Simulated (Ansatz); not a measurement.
Yb in Ansatz: convergence with smearing width

Crystal: Yb.

```
Yb
1.0
     0.02787    2.74064    2.75688
     2.75043    0.00117    2.78359
     2.73047    2.74738    0.02112
Yb
1
Cartesian
  -0.0061 -0.0270 0.0503
```

The cell isn't the ideal one: cell strained at random at fixed volume.

```yaml
Program: Ansatz 0.2.0
Task: convergence study
Functional: r2SCAN
Potentials_or_basis: Ansatz PAW
Cutoff: "500 eV (not typed: the program's choice for these potentials)"
k_mesh: 6 × 6 × 6
Occupations: fermi-dirac, width 0.3 eV
Spin: collinear spin, ferromagnetic start
Starting_moments: "[1.0] μB"
```

These are the settings of the first run; the series varies smearing width, with any setting tied to it.

Hardware: 2 threads of AMD EPYC 7R43 64-Core Processor (Zen 3), with other jobs on the host.

```csv
smearing width,"energy less the tightest run, at zero smearing (meV/atom)",pressure (GPa),absolute moment (μB),SCF cycles,CPU time (s),peak memory (GiB)
0.3 eV,-33.66,-2.43,0.00,22,65,0.64
0.2 eV,-6.56,-2.27,0.00,22,67,0.64
0.15 eV,2.24,-2.23,0.00,23,65,0.64
0.1 eV,6.94,-2.29,0.00,30,93,0.63
0.05 eV,1.34,-2.20,0.20,26,69,0.63
0.025 eV,-1.19,-2.18,0.23,26,76,0.62
0.01 eV,1.23,-2.23,0.32,35,91,0.62
0.005 eV,0.00,-2.52,0.25,38,81,0.59
```

Not settled before the last step: the energy (to 1 meV/atom), the pressure (to 0.1 GPa), the absolute moment (to 0.02 μB). Narrower smearing needs a denser k mesh, so at a fixed mesh the narrowest width isn't the most accurate. The tightest run that finished is the yardstick and may itself not be fully converged.

Caveat, for the tightest run too: the magnetic or orbital state may not be the lowest; the PAW data sets come from PBE, with cores solved anew for the run's functional, which leaves a small shift of forces and pressure. The state reached can hang on the start; a lower one may exist.
